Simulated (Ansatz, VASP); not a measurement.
One calculation of TiNi, two programs

File POSCAR:

```
TiNi
1.0
    2.9275753787      0.0000000000      0.0000000000
    0.0000000000      2.9275753787      0.0000000000
    0.0000000000      0.0000000000      2.9275753787
Ti Ni
1 1
Direct
    0.5000000000      0.5000000000      0.5000000000
    0.0000000000      0.0000000000      0.0000000000
```

Contents of INCAR.step1:

```
  ALGO = Normal
  EDIFF = 1E-4
  ENCUT = 520
  GGA = PE
  ISMEAR = 0
  LASPH = T
  LCHARG = F
  LREAL = F
  LWAVE = T
  NBANDS = 18
  NELM = 80
  PREC = Accurate
  SIGMA = 0.1
```

The input INCAR.step2:

```
  ALGO = Normal
  EDIFF = 1E-7
  ENCUT = 520
  ISIF = 2
  ISMEAR = 0
  ISTART = 1
  LASPH = T
  LCHARG = F
  LMIXTAU = T
  LREAL = F
  LWAVE = F
  METAGGA = R2SCAN
  NBANDS = 18
  NELM = 80
  PREC = Accurate
  SIGMA = 0.1
```

The input KPOINTS:

```
k-points
0
Gamma
  14 14 14
```

Input for Ansatz:

```yaml
crystal:
  lattice:
    - [2.9275753787, 0.0, 0.0]
    - [0.0, 2.9275753787, 0.0]
    - [0.0, 0.0, 2.9275753787]
  atoms:
    - { symbol: Ti, position: [0.5, 0.5, 0.5] }
    - { symbol: Ni, position: [0.0, 0.0, 0.0] }
basis:
  ecutwfc: 500
kpoints:
  mp_grid: { grid: [14, 14, 14] }
hamiltonian:
  xc: r2scan
scf:
  occupations: { method: gaussian, width: 0.1 }
output:
  forces: true
  stress: true
  eigenvalues: true
```

Alike in both runs: task single point; functional r2SCAN; k mesh 14 × 14 × 14; occupations gaussian, width 0.1 eV; no spin polarisation.

|  | VASP | Ansatz |
| --- | --- | --- |
| version | VASP 6.6.1 | Ansatz 0.2.0 |
| potentials or method | VASP PAW PBE potentials, release 64 (Ti_sv, Ni) | scalar-relativistic, plane waves, PAW |
| plane-wave cutoff (eV) | 520 | 500 |
| valence electrons in the cell | 22 | 30 |

```csv
,VASP,Ansatz,Ansatz less VASP
gap on the k mesh at the Fermi level (eV),none,none,-
pressure (GPa),12.8,12.2,-0.58
```

A gap of «none» marks a metal or a gap that the smearing closes. The two sets of potentials don't hold the same shells in valence.

Caveats: the PAW data sets were made with another functional, which shifts forces and pressure a little (VASP). Spin polarisation is off, so any magnetic state and its effect on volume and gap are missing.
